**Examination question.** Rutile, a form of titanium dioxide, is a common white pigment in paint and paper. The table holds its electronic gap, calculated twelve times for the same crystal with twelve approximations to exchange and correlation, the quantum part of the interaction between electrons. The "gap on path" is the energy from the highest filled to the lowest empty level found along a line of crystal momenta. The "direct gap on path" is the smallest such energy with both levels at the same momentum. Answer the seven parts and give reasons.

Rutile TiO2 (6-atom cell, same geometry in every row), computed with GPAW 26.7.0 using PAW DFT without spin polarisation or spin-orbit coupling. All runs use a 4 × 4 × 6 k mesh and Fermi-Dirac smearing of 0.05 eV, with bands along Γ–X–M–Γ–Z–R–A–Z, X–R and M–A. The basis is plane waves, except for PBE, which uses a real-space grid of 0.2 Å spacing.

```
functional                                           potentials  wave cutoff  gap on path (eV)  direct gap on path (eV)
       LDA  PAW-data-sets-made-by gpaw-setup-for-the-functional       800 eV             1.786                    1.786
       PBE                 GPAW-PAW-data-sets-(gpaw-data-1.2.1)          n/a             1.876                    1.876
    revPBE                 GPAW-PAW-data-sets-(gpaw-data-1.2.1)       800 eV             1.898                    1.898
      RPBE                 GPAW-PAW-data-sets-(gpaw-data-1.2.1)       800 eV             1.907                    1.907
    r2SCAN                 GPAW-PAW-data-sets-(gpaw-data-1.2.1)       800 eV             2.218                    2.218
      OLYP  PAW-data-sets-made-by gpaw-setup-for-the-functional       800 eV             1.898                    1.898
      SCAN                 GPAW-PAW-data-sets-(gpaw-data-1.2.1)       800 eV             2.248                    2.248
     SOGGA  PAW-data-sets-made-by gpaw-setup-for-the-functional       800 eV             1.833                    1.833
optPBE-vdW                 GPAW-PAW-data-sets-(gpaw-data-1.2.1)       800 eV             1.872                    1.872
    r4SCAN                 GPAW-PAW-data-sets-(gpaw-data-1.2.1)       800 eV             2.238                    2.262
    vdW-DF                 GPAW-PAW-data-sets-(gpaw-data-1.2.1)       800 eV             1.892                    1.892
   vdW-DF2                 GPAW-PAW-data-sets-(gpaw-data-1.2.1)       800 eV             1.853                    1.853
```

### 1. Into which groups do the gaps fall, and how large are the steps between them?

The gaps fall into two groups, near 1.9 eV and near 2.2 eV. The lower one holds nine functionals: LDA, which uses only the local density, five GGAs, which add its gradient, and three van der Waals functionals, whose names contain "vdW". The upper one holds the three meta-GGAs r2SCAN, r4SCAN and SCAN. They also use the kinetic-energy density, a measure of how steeply the occupied orbitals vary at each point.

The nine lower rows spread over 0.12 eV, with LDA at the bottom and RPBE at the top. The step from RPBE up to the lowest meta-GGA is 0.31 eV, while the three meta-GGAs differ among themselves by only 0.03 eV.

*Remark.* Comparing a step with the spread on either side of it is better than comparing two chosen rows. SCAN against LDA alone gives a rise of 26 %, but it doesn't tell where between them the rise occurs.

### 2. Could the step come from the crystal rather than from the functional?

The atoms sit at the same places in every row, so no difference in the table comes from a change of structure. A more careful candidate will object that one cell doesn't suit every functional equally well. The stresses computed in the same runs confirm this. LDA would shrink the cell, which is under a tension of about 8 GPa, and RPBE would expand it, against a compression of about 11 GPa.

A fair test therefore takes two functionals that are both content with this cell. SOGGA, a GGA, and SCAN each leave a mean stress below 2 GPa in size, which is small for so stiff an oxide. Their gaps still differ by 0.42 eV. Suiting this cell and opening the gap are thus separate matters, and SOGGA does only the first.

*Remark.* If each functional were allowed to choose its own cell, the gaps of LDA and RPBE would move. The table can't tell by how much, because it holds no second volume.

### 3. The van der Waals functionals contain a correlation term that links distant points. Why do they not form a third group?

The cleanest pair is vdW-DF and revPBE. They share the same exchange part and differ only in correlation, where vdW-DF replaces the gradient-corrected form by a local one plus the long-range term. Their gaps are 1.892 and 1.898 eV. For this pair, then, swapping one correlation part for the other hardly touches the gap.

Theory makes this plausible. The long-range term is complicated, but it is still computed from the density alone. What the electrons feel from it is an ordinary potential, one number at each point of space, the same for every orbital. In this respect vdW-DF belongs with the GGAs, however different its formula looks.

*Remark.* The lower gap of vdW-DF2 should not be credited to its long-range term. That functional also has a different exchange part, and the table doesn't separate the two changes.

### 4. What do the meta-GGAs do that the other nine functionals do not?

Start with the two levels that bound the gap. In rutile the highest filled states are mainly oxygen 2p and the lowest empty ones mainly titanium 3d. This is well-established chemistry; the runs give no breakdown of the levels by atom. The gap is thus roughly the cost of moving an electron from oxygen to titanium.

LDA, the GGAs and the van der Waals functionals give all orbitals the same potential. Refining the density formula reshapes that potential, and in this table it raises the gap over LDA by 0.05 to 0.12 eV. The filled and the empty level respond differently mainly because their electrons sit in different places.

A meta-GGA adds something of another kind. Its energy depends on the slopes of the orbitals, so its effect on an orbital depends on that orbital's own slope as well as on its position. It acts much like an electron mass that varies from point to point. Oxygen 2p and titanium 3d orbitals have different shapes, and the new term can therefore shift them by different amounts even where they overlap.

There is also a deeper reason. The true gap compares the cost of removing an electron with the gain on adding one. Even the exact common potential would miss part of it, because that potential jumps by a constant when an electron is added. An operator that depends on the orbitals can include some of this jump in the level spacing itself. Such operators usually widen gaps, and the step of 0.31 eV agrees with that.

*Remark.* The argument explains why the gap can open, but it doesn't predict the size of the step. No row has the kinetic-energy term switched off with all else kept, so the table shows a correlation with this ingredient and theory supplies the cause. One technical difference runs alongside it: the inner electrons of the meta-GGA rows are described by atomic data generated with a GGA, and the effect of this on the gap has not been tested.

For a further functional in this same cell, the first thing to ask is therefore whether it uses the orbitals. If it uses only the density, a gap near 1.9 eV is the sensible guess, unless it was designed specially to widen gaps. If it does use them, a larger gap is likely; for a meta-GGA the amount depends on how strongly its energy responds to the orbital slopes. The three meta-GGAs here are close relatives, and their agreement doesn't fix that amount for others.

### 5. The levels were filled with a thermal smearing of 0.05 eV. Would halving it change the gaps?

It would not change them noticeably. Smearing matters when it lifts electrons across the gap, and the row most at risk is LDA, with the smallest gap. Place the Fermi level, which separates filled from empty states, in the middle of the gap. The lowest empty level then lies half a gap above it, and its occupation is

exp(−gap / (2 × width)) = exp(−1.786 / 0.10) ≈ 2 × 10⁻⁸.

About one state in fifty million at the edge is wrongly filled. Halving the width squares this already tiny number. The estimate uses no adjusted constant, and the runs bear it out: the energy term due to smearing is zero in every row.

*Remark.* In the LDA run the Fermi level actually lies about 0.04 eV below the middle of the gap. That roughly doubles the number of missing electrons at the filled edge, which leaves the conclusion as it was. In a metal, which has no gap to protect it, the same smearing would deserve a test.

### 6. Which digits can be trusted? Use r4SCAN, PBE and the revPBE–OLYP pair as examples.

The first decimal carries the physics, the second needs care, and the third should not be used for ranking. All rows share a rather coarse mesh of crystal momenta, and no row repeats the calculation on a finer one. The gaps on the path and on the mesh agree to better than 1 meV. This shows that the path finds no appreciably smaller gap than the mesh does, but it doesn't show that the underlying density is converged.

PBE lies 4 meV above optPBE-vdW. It was run on a real-space grid, where energies can depend slightly on how the atoms sit relative to the grid points, while the others used plane waves. No order can be claimed for these two. The equal gaps of revPBE and OLYP, both 1.898 eV, likewise don't mean that the two functionals are equivalent: in the same runs revPBE leaves a mean stress of about 9 GPa on the cell, and OLYP one of about 7 GPa.

r4SCAN is the only row in which the two gap columns differ. Its smallest gap connects two different momenta and lies 24 meV below the direct one. Rutile is known to have several low points in its empty bands at nearly the same energy, so a small shift may have changed which of them is lowest. That is a guess, since the momenta of the two edges are not given.

*Remark.* A label such as "direct" or "indirect" sounds like a sharp difference in kind. Here it rests on an energy more than ten times smaller than the step between the groups.

### 7. Taken at face value, would these gaps describe a white pigment? Which functional would you choose?

None of them would. A solid absorbs light whose photons carry more energy than its gap. With the LDA gap absorption would begin at 694 nm, in the deep red, and the powder would be very dark. With the SCAN gap it would begin near 550 nm, so that blue and much of the green would be lost and the powder would look orange to red.

Real rutile has a gap of roughly 3 eV, a recalled round value that puts the edge near 410 nm, at the violet end of the visible range. It therefore absorbs little visible light, and its fine grains scatter that light strongly, which makes the powder white. Measured against 3 eV, LDA gives about 60 % of the gap and SCAN about 75 %. The calculations also leave out thermal and zero-point motion of the atoms and spin-orbit coupling. Atomic motion usually narrows the gap of an oxide, and spin-orbit coupling is weak for such light elements. Neither is expected to raise these gaps towards the measured one, so the shortfall is the familiar underestimate of functionals of this kind.

For the gap, the meta-GGAs are the best choice in this table, and the differences among the three are too small to decide between them. They close a little over a third of the distance from LDA to the rough measured value. The absorption edge itself should not be read from any of these rows. The usual next step is a hybrid functional, which mixes in exact exchange, or a GW calculation, which treats the adding and removing of an electron explicitly.

*Remark.* A good answer keeps two statements apart. The order of the groups is a result of the table, while the distance from nature depends on a measured value that the table doesn't contain.
